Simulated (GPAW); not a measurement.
# A GW chain in GPAW: BN (P6_3mc)

Aim: the G0W0 gap of BN (P6_3mc) on PBE, step by step.

Method: PBE and many-body steps on it, plane waves, in GPAW 26.7.0.

The database entry behind the starting cell has ideal inner coordinates that were not refined, so it need not match the best structure at ambient conditions.

## (1) The starting structure

Symmetry: P6_3mc, No. 186, hexagonal system. The conventional cell has a = 2.536 Å, b = 2.536 Å, c = 4.199 Å, α = 90.00°, β = 90.00°, γ = 120.00°. Nearest to B lie 4 N at 1.56 to 1.57 Å. Nearest to N lie 4 B at 1.56 to 1.57 Å. Farther neighbours and most contacts between anions are not listed.

The cell and positions come from the Crystallography Open Database and are kept as given unless a step says otherwise. This is not the form that BN usually takes at ambient conditions.

## (2) Ground state

This step: GPAW 26.7.0; DFT, PBE, plane waves, PAW.

The ground-state density comes first.

File run.py:

```python
import json
import numpy as np
from gpaw.mpi import world
from ase import Atoms
from gpaw import GPAW, PW, FermiDirac

atoms = Atoms(['B', 'B', 'N', 'N'],
    cell=[[2.5360000000, 0.0000000000, 0.0000000000],
      [-1.2680000000, 2.1962404240, 0.0000000000],
      [0.0000000000, 0.0000000000, 4.1990000000]],
    scaled_positions=[[0.6666666667, 0.3333333333, 0.0000000000],
      [0.3333333333, 0.6666666667, 0.5000000000],
      [0.6666666667, 0.3333333333, 0.3750000000],
      [0.3333333333, 0.6666666667, 0.8750000000]],
    pbc=(True, True, True))
calc = GPAW(mode=PW(600),
    xc='PBE',
    kpts={'size': (9, 9, 6), 'gamma': True},
    occupations=FermiDirac(0.001),
    nbands=-8,
    convergence={'density': 1e-6, 'bands': -3},
    maxiter=100,
    txt='gs.txt')
atoms.calc = calc
res = {'energy': atoms.get_potential_energy()}
kpts = calc.get_ibz_k_points()
res['kpts'] = kpts
res['eigenvalues'] = [calc.get_eigenvalues(kpt=k) for k in range(len(kpts))]
res['n_electrons'] = calc.get_number_of_electrons()
calc.write('gs.gpw')

if world.rank == 0:
    with open('result.json', 'w') as f:
        json.dump(res, f, default=lambda x: x.tolist())
```

Run with:

```
$ mpirun -n 4 gpaw python run.py
```

Numbers of over 12 decimals in the logs are rounded to 6 here.

The log of the run:

```text
__  _  _
 | _ |_)|_||  |
 |__||  | ||/\| - 26.7.0

Input parameters:
  mode=PW(ecut=600.0),
  convergence={'density': 1e-06, 'bands': -3},
  kpts=MonkhorstPack(size=(9, 9, 6), gamma=True),
  maxiter=100,
  nbands=-8,
  occupations=Occupations(name='fermi-dirac', width=0.001, fixmagmom=False),
  xc=XC(name='PBE')
  [... matrices ...]
Diagonalizing LCAO Hamiltonian
Converting LCAO to pw mode

        N
        B

          N
          B

Atoms  # Å, Bohr magnetons
|   | symbol |         x |        y |        z |    initial magnetic moments |
| 0 |      B |  1.268000 | 0.732080 | 0.000000 | ( 0.0000,  0.0000,  0.0000) |
| 1 |      B | -0.000000 | 1.464160 | 2.099500 | ( 0.0000,  0.0000,  0.0000) |
| 2 |      N |  1.268000 | 0.732080 | 1.574625 | ( 0.0000,  0.0000,  0.0000) |
| 3 |      N | -0.000000 | 1.464160 | 3.674125 | ( 0.0000,  0.0000,  0.0000) |

Unit cell  # Å
| periodic |         x |        y |        z |  lengths |     angles |
|      yes |  2.536000 | 0.000000 | 0.000000 | 2.536000 |  90.000000 |
|      yes | -1.268000 | 2.196240 | 0.000000 | 2.536000 |  90.000000 |
|      yes |  0.000000 | 0.000000 | 4.199000 | 4.199000 | 120.000000 |

Number of symmetries: 6
Symmetry operations  # r_c * U_cc + t_c -> r_c
|   | kind |            matrix            |
| 0 |  σ   |  1, 1, 0,  0,-1, 0,  0, 0, 1 |
| 1 |  E   |  1, 0, 0,  0, 1, 0,  0, 0, 1 |
| 2 |  C3  |  0, 1, 0, -1,-1, 0,  0, 0, 1 |
| 3 |  σ   |  0,-1, 0, -1, 0, 0,  0, 0, 1 |
| 4 |  σ   | -1, 0, 0,  1, 1, 0,  0, 0, 1 |
| 5 |  C3  | -1,-1, 0,  1, 0, 0,  0, 0, 1 |

BZ-sampling:
  Number of BZ points: 486
  Number of IBZ points: 62

  Monkhorst-Pack size: [9, 9, 6]
  Monkhorst-Pack shift: [0.0, 0.0, 0.083333]

K-points  # in reciprocal-cell coordinates
|     |                                coordinates |     weight |
|   0 | (  0.00000000,   0.00000000,   0.00000000) | 0.00205761 |
|   1 | (  0.00000000,   0.00000000,   0.16666667) | 0.00411523 |
|   2 | (  0.00000000,   0.00000000,   0.33333333) | 0.00411523 |
|   3 | (  0.00000000,   0.00000000,   0.50000000) | 0.00205761 |
|   4 | (  0.11111111,   0.00000000,  -0.33333333) | 0.01234568 |
|   5 | (  0.11111111,   0.00000000,  -0.16666667) | 0.01234568 |
|   6 | (  0.11111111,   0.00000000,   0.00000000) | 0.01234568 |
|   7 | (  0.11111111,   0.00000000,   0.16666667) | 0.01234568 |
|   8 | (  0.11111111,   0.00000000,   0.33333333) | 0.01234568 |
|   9 | (  0.11111111,   0.00000000,   0.50000000) | 0.01234568 |
| ... |                                            |            |
|  61 | (  0.44444444,   0.44444444,   0.50000000) | 0.01234568 |

Plane wave coefficients: 801
Cutoff: 600.0 eV

Spin-components: 1 (collinear spins)
Bands:           16
Projectors:      20
Spin-degeneracy: 2
Datatype:        complex128

  Storage: CPU
  Wave functions: 12_078_592 bytes (3_019_648 per core)
  Projectors: 17_362_976 bytes (4_340_744 per core)
  [... matrices ...]
Parallelization:
  kpt:    4
  domain: 1
  band:   1

Density:
  Valence electrons: 16.0
  Components: 1
  Grid points: [15 15 24]
  Charge: 0.0  # |e|

Potential:
  Grid points: [15 15 24]

species:
  B:
    name:    Boron
    Z:       5.0
    valence: 3
    core:    2
    charge:  0.0  # [|e|]
    compensation charges:
      type: gauss
      rc: 0.20  # [Å]
      lmax: 2
    cutoffs:
      filter: 1.14  # [Å]
      core: 1.38  # [Å]
    projectors
    | kind |    occ | energy [eV] | rcut [Å] |
    |   2s |  2.000 |      -9.443 |    0.635 |
    |   2p |  1.000 |      -3.606 |    0.635 |
    |    s |        |      17.768 |    0.635 |
    |    p |        |      23.605 |    0.635 |
    |    d |        |       0.000 |    0.635 |

    Using partial waves for B as LCAO basis

  N:
    name:    Nitrogen
    Z:       7.0
    valence: 5
    core:    2
    charge:  0.0  # [|e|]
    compensation charges:
      type: gauss
      rc: 0.18  # [Å]
      lmax: 2
    cutoffs:
      filter: 1.11  # [Å]
      core: 0.96  # [Å]
    projectors
    | kind |    occ | energy [eV] | rcut [Å] |
    |   2s |  2.000 |     -18.583 |    0.603 |
    |   2p |  3.000 |      -7.089 |    0.529 |
    |    s |        |       8.629 |    0.603 |
    |    p |        |      20.123 |    0.529 |
    |    d |        |       0.000 |    0.577 |

    Using partial waves for N as LCAO basis

Reference energy: -4302.422143  # eV

eigensolver:
  PPCG
  Converge bands: -3
  niter=2

density mixing:
  MSR1-Mixer
  Pratt-step length: 0.05
  Maximum mixing coefficient: 0.75
  Old densities: 10
  SVD Regularization: 0.005
  Good broyden scale: 1.0
  Trust region scale: 1.0
  Backstep threshold: 4.0
  History deletion threshold: 6.0
  Fourier metric: weight=20.0, sigma=0.015

occupation numbers:
  Fermi-Dirac:
    width: 0.0010  # eV

poisson solver:
  ecut: 4800.0  # eV

xc functional:
  name: PBE with 2 nearest neighbor stencil

Initialization done in: 1.069 s

convergence criteria:
- Maximum integral of absolute [dens]ity change: 1e-06 electrons / valence electron
- Maximum [total energy] change in last 3 cyles: 0.0005 eV / valence electron
- Maximum integral of absolute [eigenst]ate change: 4e-08 eV^2 / valence electron
maximum number of iterations: 100

SCF iterations
|iter     |     time |      energy | eigst |  dens |
|iter:   1|  |  -36.206464 | +1.03 |       |
|iter:   2|  |  -35.871265 | -0.66 | -0.74 |
|iter:   3|  |  -34.578166 | -0.73 | -0.78 |
|iter:   4|  |  -34.560608 | -2.01 | -1.38 |
|iter:   5|  |  -34.559905 | -2.72 | -1.83 |
|iter:   6|  |  -34.560059c| -4.13 | -2.57 |
|iter:   7|  |  -34.560059c| -5.37 | -3.54 |
|iter:   8|  |  -34.560059c| -6.53 | -4.27 |
|iter:   9|  |  -34.560059c| -7.43c| -5.17 |
|iter:  10|  |  -34.560059c| -7.93c| -6.01c|

Converged in 10 steps
SCF loop duration: 2.438 s (0.244 s/step)
Energy contributions relative to reference atoms: (reference = -4302.422143)
  [... matrices ...]
Energy contributions:
  Kinetic:          32.932243
  Coulomb:         -30.383957
  Zero:             -0.001399
  External:          0.000000
  Xc:              -37.106947
  Entropy:          -0.000000
  Spinorbit:         0.000000
  ----------------------------
  Free energy:     -34.560059
  Extrapolated:    -34.560059

dipole moment: (0.000000, 0.000000, -4.430365)  # |e|*Ang

Fermi level: 13.409
Eigenvalues  # (at kpt = [0.000, 0.000, 0.000])
| band index |      eig [eV] | occ [0-2] |
|          0 |       -10.135 |     2.000 |
|          1 |        -5.948 |     2.000 |
|          2 |        -0.615 |     2.000 |
|          3 |         8.274 |     2.000 |
|          4 |         8.274 |     2.000 |
|          5 |        10.167 |     2.000 |
|          6 |        10.426 |     2.000 |
|          7 |        10.427 |     2.000 |
|          8 |        18.850 |     0.000 |
|          9 |        18.850 |     0.000 |
|         10 |        19.030 |     0.000 |
|         11 |        20.085 |     0.000 |
|         12 |        21.352 |     0.000 |
|         13 |        22.403 |     0.000 |
|         14 |        22.403 |     0.000 |
|         15 |        26.756 |     0.000 |

Gap: 5.175 eV
Transition (v -> c):
  (s=0, k=0, n=7, [0.00, 0.00, 0.00]) -> (s=0, k=32, n=8, [0.33, 0.33, 0.00])
Direct/indirect transitions are different
Direct gap: 8.339 eV
Transition at: (s=0, k=6, n=7, [0.11, 0.00, 0.00])
# Writing to gs.gpw (mode='')
  [... matrices ...]
```

The job ended after 5 s (4 MPI ranks of Arm Neoverse V2, shared host; peak memory 0.62 GiB).

This step gave:

| Item | Value |
| --- | --- |
| total energy | -34.56 eV |
| gap | 5.175 eV |
| k of the valence top | 0, 0, 0 |
| k of the conduction bottom | 0.3333, 0.3333, 0 |
| least direct gap | 8.339 eV |

The gap is indirect, with the least direct gap 3.16 eV higher.

## (3) Bands along the symmetry lines

The cheap functional maps the bands first; the places of the edges decide which points the dearer methods must see.

File run.py:

```python
import json
import numpy as np
from gpaw.mpi import world
from gpaw import GPAW

path = [[0.000000, 0.000000, 0.000000],
    [0.062500, 0.000000, 0.000000],
    [0.125000, 0.000000, 0.000000],
    [0.187500, 0.000000, 0.000000],
    [0.250000, 0.000000, 0.000000],
    [0.312500, 0.000000, 0.000000],
    [0.375000, 0.000000, 0.000000],
    [0.437500, 0.000000, 0.000000],
    [0.500000, 0.000000, 0.000000],
    [0.479167, 0.041667, 0.000000],
    [0.458333, 0.083333, 0.000000],
    [0.437500, 0.125000, 0.000000],
    [0.416667, 0.166667, 0.000000],
    [0.395833, 0.208333, 0.000000],
    [0.375000, 0.250000, 0.000000],
    [0.354167, 0.291667, 0.000000],
    [0.333333, 0.333333, 0.000000],
    [0.291667, 0.291667, 0.000000],
    [0.250000, 0.250000, 0.000000],
    [0.208333, 0.208333, 0.000000],
    [0.166667, 0.166667, 0.000000],
    [0.125000, 0.125000, 0.000000],
    [0.083333, 0.083333, 0.000000],
    [0.041667, 0.041667, 0.000000],
    [0.000000, 0.000000, 0.000000],
    [0.000000, 0.000000, 0.062500],
    [0.000000, 0.000000, 0.125000],
    [0.000000, 0.000000, 0.187500],
    [0.000000, 0.000000, 0.250000],
    [0.000000, 0.000000, 0.312500],
    [0.000000, 0.000000, 0.375000],
    [0.000000, 0.000000, 0.437500],
    [0.000000, 0.000000, 0.500000],
    [0.062500, 0.000000, 0.500000],
    [0.125000, 0.000000, 0.500000],
    [0.187500, 0.000000, 0.500000],
    [0.250000, 0.000000, 0.500000],
    [0.312500, 0.000000, 0.500000],
    [0.375000, 0.000000, 0.500000],
    [0.437500, 0.000000, 0.500000],
    [0.500000, 0.000000, 0.500000],
    [0.479167, 0.041667, 0.500000],
    [0.458333, 0.083333, 0.500000],
    [0.437500, 0.125000, 0.500000],
    [0.416667, 0.166667, 0.500000],
    [0.395833, 0.208333, 0.500000],
    [0.375000, 0.250000, 0.500000],
    [0.354167, 0.291667, 0.500000],
    [0.333333, 0.333333, 0.500000],
    [0.291667, 0.291667, 0.500000],
    [0.250000, 0.250000, 0.500000],
    [0.208333, 0.208333, 0.500000],
    [0.166667, 0.166667, 0.500000],
    [0.125000, 0.125000, 0.500000],
    [0.083333, 0.083333, 0.500000],
    [0.041667, 0.041667, 0.500000],
    [0.000000, 0.000000, 0.500000],
    [0.500000, 0.000000, 0.500000],
    [0.500000, 0.000000, 0.437500],
    [0.500000, 0.000000, 0.375000],
    [0.500000, 0.000000, 0.312500],
    [0.500000, 0.000000, 0.250000],
    [0.500000, 0.000000, 0.187500],
    [0.500000, 0.000000, 0.125000],
    [0.500000, 0.000000, 0.062500],
    [0.500000, 0.000000, 0.000000],
    [0.333333, 0.333333, 0.500000],
    [0.333333, 0.333333, 0.437500],
    [0.333333, 0.333333, 0.375000],
    [0.333333, 0.333333, 0.312500],
    [0.333333, 0.333333, 0.250000],
    [0.333333, 0.333333, 0.187500],
    [0.333333, 0.333333, 0.125000],
    [0.333333, 0.333333, 0.062500],
    [0.333333, 0.333333, 0.000000]]
calc = GPAW('gs.gpw').fixed_density(kpts=path,
    symmetry='off',
    nbands=18,
    convergence={'bands': 14},
    txt='bands.txt')
res = {}
kpts = calc.get_ibz_k_points()
res['kpts'] = kpts
res['eigenvalues'] = [calc.get_eigenvalues(kpt=k) for k in range(len(kpts))]
res['n_electrons'] = calc.get_number_of_electrons()

if world.rank == 0:
    with open('result.json', 'w') as f:
        json.dump(res, f, default=lambda x: x.tolist())
```

Run with:

```
$ mpirun -n 4 gpaw python run.py
```

The log of the run:

```text
Diagonalizing LCAO Hamiltonian
Converting LCAO to pw mode
convergence criteria:
- Maximum integral of absolute [eigenst]ate change: 4e-08 eV^2 / valence electron
maximum number of iterations: 100

SCF iterations
|iter     |     time |      energy | eigst |  dens |
|iter:   1|  |             | +1.14 |       |
|iter:   2|  |             | -0.57 |       |
|iter:   3|  |             | -1.90 |       |
|iter:   4|  |             | -3.00 |       |
|iter:   5|  |             | -4.13 |       |
|iter:   6|  |             | -5.18 |       |
|iter:   7|  |             | -6.39 |       |
|iter:   8|  |             | -7.47c|       |
SCF steps: 8
  __  _  _
 | _ |_)|_||  |
 |__||  | ||/\| - 26.7.0

Input parameters:
  mode=PW(ecut=600.0),
  convergence={'bands': 14},
  gpts=array([15, 15, 24]),
  kpts=KPoints(kpts=array([[0.      , 0.      , 0.      ],
         [0.0625  , 0.      , 0.      ],
         [0.125   , 0.      , 0.      ],
         [0.1875  , 0.      , 0.      ],
[...]
[0.479167, 0.041667, 0.      ],
         [0.458333, 0.083333, 0.      ],
[...]
[0.416667, 0.166667, 0.      ],
[...]
[0.5     , 0.      , 0.0625  ],
         [0.5     , 0.      , 0.      ],
[...]
[0.333333, 0.333333, 0.125   ],
         [0.333333, 0.333333, 0.0625  ],
         [0.333333, 0.333333, 0.      ]])),
  maxiter=100,
  nbands=18,
  occupations=Occupations(name='fermi-dirac', width=0.001, fixmagmom=False),
  parallel={},
  symmetry=Symmetry(point_group=False, time_reversal=False),
  xc=XC(name='PBE')
  [... matrices ...]
timing:  # [seconds]
  Total: 0.022  # ━━━━━━━━━━━━━━━━━━━━━━━━━━━━━━━━━━━━━━━━━━━━━━━━━━━━━━━━━━━
```

Run time: 4.8 s. Hardware: 4 MPI ranks; peak memory 0.64 GiB; 19 s of CPU time.

This step gave:

* gap: 5.175 eV
* k of the valence top: 0, 0, 0
* k of the conduction bottom: 0.3333, 0.3333, 0
* least direct gap: 8.345 eV

The gap is 5.175 eV, as in the run before at this level.

Electronic bands along the path, in eV, zero at the top of the highest filled band; v1 is the highest filled band, c1 the lowest empty one:

```tsv
point	v4	v3	v2	v1	c1	c2	c3	c4
Γ	-2.15	-0.26	0.00	0.00	8.42	8.42	8.60	9.66
halfway	-3.86	-3.81	-1.62	-1.18	7.35	9.40	10.18	11.08
M	-6.98	-5.05	-4.47	-2.16	6.75	8.00	10.69	11.59
halfway	-6.61	-6.55	-4.65	-3.66	6.39	9.43	11.80	13.21
K	-7.28	-5.55	-5.48	-5.48	5.18	13.55	13.55	13.97
halfway	-5.76	-3.68	-2.24	-1.98	8.43	9.01	10.34	11.66
Γ	-2.15	-0.26	0.00	0.00	8.42	8.42	8.60	9.66
halfway	-1.89	-1.89	-0.39	-0.39	8.86	8.86	9.26	9.64
A	-1.20	-1.20	-1.20	-1.20	9.59	9.59	9.99	9.99
halfway	-4.14	-4.14	-2.71	-2.71	7.95	7.95	11.37	11.37
L	-3.83	-3.83	-3.62	-3.62	6.61	6.61	10.09	10.09
halfway	-5.82	-5.82	-3.24	-3.24	8.02	8.02	11.04	11.04
H	-7.85	-7.85	-3.07	-3.07	9.36	9.36	10.22	10.22
halfway	-4.38	-4.38	-3.52	-3.52	8.90	8.90	10.83	10.83
A	-1.20	-1.20	-1.20	-1.20	9.59	9.59	9.99	9.99
jump to L	-3.83	-3.83	-3.62	-3.62	6.61	6.61	10.09	10.09
halfway	-5.55	-4.72	-3.54	-2.72	6.85	6.88	11.07	11.82
M	-6.98	-5.05	-4.47	-2.16	6.75	8.00	10.69	11.59
jump to H	-7.85	-7.85	-3.07	-3.07	9.36	9.36	10.22	10.22
halfway	-8.30	-6.37	-4.10	-4.10	6.76	10.97	10.97	13.18
K	-7.28	-5.55	-5.48	-5.48	5.18	13.55	13.55	13.97
```

## (4) Empty states on the mesh, 6×6×4 mesh, 117 bands

The sums over transitions need many empty states on a uniform mesh; this step solves for them.

File run.py:

```python
import json
import numpy as np
from gpaw.mpi import world
from gpaw import GPAW

calc = GPAW('gs.gpw').fixed_density(kpts={'size': (6, 6, 4), 'gamma': True},
    parallel={'domain': 1, 'band': 1},
    txt='nscf.txt')
calc.diagonalize_full_hamiltonian(nbands=117)
calc.write('full.gpw', mode='all')
res = {}
kpts = calc.get_ibz_k_points()
res['kpts'] = kpts
res['eigenvalues'] = [calc.get_eigenvalues(kpt=k) for k in range(len(kpts))]
res['n_electrons'] = calc.get_number_of_electrons()

if world.rank == 0:
    with open('result.json', 'w') as f:
        json.dump(res, f, default=lambda x: x.tolist())
```

Run with:

```
$ mpirun -n 4 gpaw python run.py
```

The log of the run:

```text
Diagonalizing LCAO Hamiltonian
Converting LCAO to pw mode
convergence criteria:
- Maximum integral of absolute [eigenst]ate change: 4e-08 eV^2 / valence electron
maximum number of iterations: 100

SCF iterations
|iter     |     time |      energy | eigst |  dens |
|iter:   1|  |             | +1.07 |       |
|iter:   2|  |             | -0.59 |       |
|iter:   3|  |             | -1.60 |       |
[...]
|iter:   8|  |             | -6.51 |       |
|iter:   9|  |             | -7.21 |       |
|iter:  10|  |             | -8.01c|       |
SCF steps: 10
  __  _  _
 | _ |_)|_||  |
 |__||  | ||/\| - 26.7.0

Input parameters:
  mode=PW(ecut=600.0),
  convergence={'density': 1e-06, 'bands': -3},
  gpts=array([15, 15, 24]),
  kpts=MonkhorstPack(size=(6, 6, 4), gamma=True),
  maxiter=100,
  nbands=16,
  occupations=Occupations(name='fermi-dirac', width=0.001, fixmagmom=False),
  parallel={'domain': 1, 'band': 1},
  xc=XC(name='PBE')
Matrix size: 775x775
# Writing to full.gpw (mode='all')
  [... matrices ...]

timing:  # [seconds]
  Total: 3.016  # ━━━━━━━━━━━━━━━━━━━━━━━━━━━━━━━━━━━━━━━━━━━━━━━━━━━━━━━━━━━
```

It took 6.2 s on 4 MPI ranks; peak memory 0.86 GiB.

Numbers from this step:

```yaml
gap: 5.175 eV
k_of_the_valence_top: 0, 0, 0
k_of_the_conduction_bottom: 0.3333, 0.3333, 0
least_direct_gap: 8.379 eV
k_points_computed: 24
lowest_point_of_the_top_converged_band_above_the_valence_top: 139.6545 eV
```

On this mesh the gap is 5.175 eV.

[end of part 1 of 2]

[Paths, hosts, dates, memory and timing lines, banners, echoed tables and standing remarks are left out of the program output.]

[Logs are printed without paths, hosts, clocks, repeated set-up lines and the standing remarks that a program may print on its own settings, such as how far it seeks lower states.]

[Runs of the session that timed out or met a known fault of the program may be left out.]

[Hosts, paths, dates, database ids (printed as entryN), source tags and the programs' standing remarks are cut or masked in the printed files.]
